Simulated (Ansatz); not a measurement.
# SiO2: gradients before and after relaxing the atoms

Start: a structure deposited in the COD, atoms as given.

```cif
data_SiO2
_symmetry_space_group_name_H-M 'Pbcn'
_symmetry_Int_Tables_number 60
_cell_length_a 4.0970
_cell_length_b 5.0462
_cell_length_c 4.4946
_cell_angle_alpha 90.000
_cell_angle_beta 90.000
_cell_angle_gamma 90.000
loop_
_atom_site_label
_atom_site_type_symbol
_atom_site_symmetry_multiplicity
_atom_site_Wyckoff_symbol
_atom_site_fract_x
_atom_site_fract_y
_atom_site_fract_z
Si Si 4 c 0.0000 0.1522 0.2500
O O 8 d 0.7336 0.6245 0.9186
```

One atom of each set is listed.

All values are calculated (Ansatz; DFT, PBE, plane waves and PAW (field gradients read without the response of the frozen cores, which leaves them typically 4 to 6 % off), scalar-relativistic, 420 eV cutoff, Γ-centred 5×4×5 k-points, Fermi–Dirac smearing 0.02 eV), not measured.

The largest force at the start is 1.00 eV/Å. Relaxing the ions at fixed cell moves them by 0.038 Å at most (atom 7, O) and 0.031 Å rms. End positions:

Si (0.0000, 0.1524, 0.2500)
O (0.7316, 0.6172, 0.9200)

```csv
site,moved (Å),first shell before,first shell after,V_zz before (10²¹ V/m²),η before
Si,0.001,6 O at 1.74–1.85 Å,6 O at 1.77–1.83 Å,0.87,0.66
O,0.038,3 Si at 1.74–1.85 Å,3 Si at 1.77–1.83 Å,-11.98,0.47
```

(1) How do the gradients change?

## Answers

(1) 

| site | V_zz after | η after | change of V_zz |
| --- | --- | --- | --- |
| Si | -1.04 | 0.59 | – |
| O | -11.84 | 0.41 | +0.14 |

The largest change of V_zz along a kept axis is on O, from -11.98 to -11.84. In per cent, |V_zz| changes by -1 on O (all sites that start above 0.5, bar those whose gradient vanishes or changes sign or whose main axis turns by over 40°). On Si the largest principal value lies along another axis in the second run, so the two V_zz can't be compared directly.

At this cell the PBE pressure is 6 GPa, so with PBE the cell would grow if it were relaxed.
